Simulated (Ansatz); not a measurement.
CH2Cl2 on a (100) slab of Cu (Fm-3m (No. 225)), 4 planes, outer planes Cu (top) and Cu (bottom), 1 a cell of 25.4 Å², relaxed and still whole (its atoms last):

```yaml
crystal:
  lattice:
    - [5.03937, 0.00000, 0.00000]
    - [0.00000, 5.03937, 0.00000]
    - [0.00000, 0.00000, 25.83386]
  atoms:
    - { symbol: Cu, position: [0.25000, 0.25000, 0.30967] }
    - { symbol: Cu, position: [0.25000, 0.75000, 0.30967] }
    - { symbol: Cu, position: [0.75000, 0.25000, 0.30967] }
    - { symbol: Cu, position: [0.75000, 0.75000, 0.30967] }
    - { symbol: Cu, position: [0.50000, 0.50000, 0.37864] }
    - { symbol: Cu, position: [0.50000, 0.00000, 0.37864] }
    - { symbol: Cu, position: [0.00000, 0.50000, 0.37864] }
    - { symbol: Cu, position: [0.00000, 0.00000, 0.37864] }
    - { symbol: Cu, position: [0.75204, 0.75080, 0.44910] }
    - { symbol: Cu, position: [0.75186, 0.24895, 0.44890] }
    - { symbol: Cu, position: [0.24829, 0.75085, 0.44896] }
    - { symbol: Cu, position: [0.24819, 0.24876, 0.44920] }
    - { symbol: Cu, position: [0.99983, 0.99956, 0.51997] }
    - { symbol: Cu, position: [0.99982, 0.50009, 0.51693] }
    - { symbol: Cu, position: [0.50092, 0.99943, 0.51607] }
    - { symbol: Cu, position: [0.50003, 0.49991, 0.51667] }
    - { symbol: Cl, position: [0.98740, 0.00378, 0.61948] }
    - { symbol: C, position: [0.30768, 0.12000, 0.64047] }
    - { symbol: Cl, position: [0.28503, 0.37405, 0.68751] }
    - { symbol: H, position: [0.41187, 0.94943, 0.65692] }
    - { symbol: H, position: [0.40539, 0.19900, 0.60559] }
```

Theory: DFT PBE+D3(BJ), scalar-relativistic, plane waves, PAW in Ansatz 0.2.0. Settings: cutoff 420 eV, Γ-centred mesh 4×4×1 on the computed 21-atom cell, Gaussian smearing of 0.10 eV; no spin polarisation. A dipole correction removes the field between periodic images along c.

It binds with 0.66 eV a molecule against the clean slab and the free molecule (no zero-point or thermal terms); its shortest contact is H–Cu 2.57 Å. Take first-order desorption with no barrier to adsorption, no reaction on the face and an assumed prefactor of 10^13 s⁻¹.

(1) How long does a molecule stay at 300 K?

(2) Where does its peak lie in a desorption experiment heated at 2 K/s?

(3) Is this physisorption or chemisorption?

The molecule may also break up before it leaves, which wasn't tried.

Results:

(1) τ = ν⁻¹·exp(E/k_BT) with k_BT = 0.0259 eV: E/k_BT = 25.5, so τ ≈ 1×10^-2 s. At about one hit a site a second (10⁻⁶ mbar) the coverage is near τ × 1 s⁻¹, so a layer needs roughly 8×10^-5 mbar.

(2) The peak obeys E/(k_B·T_p²) = (ν/β)·exp(−E/k_BT_p). Solving gives T_p ≈ 245 K (E/k_BT_p = 31.3). An error of 0.1 eV in E moves it by about 37 K, and larger molecules have larger prefactors, which lowers it.

(3) The tightest contact, Cl–Cu 2.57 Å, is 1.10 times the sum of covalent radii, and deformation and lateral interaction add up to -0.11 eV. This is chemisorption.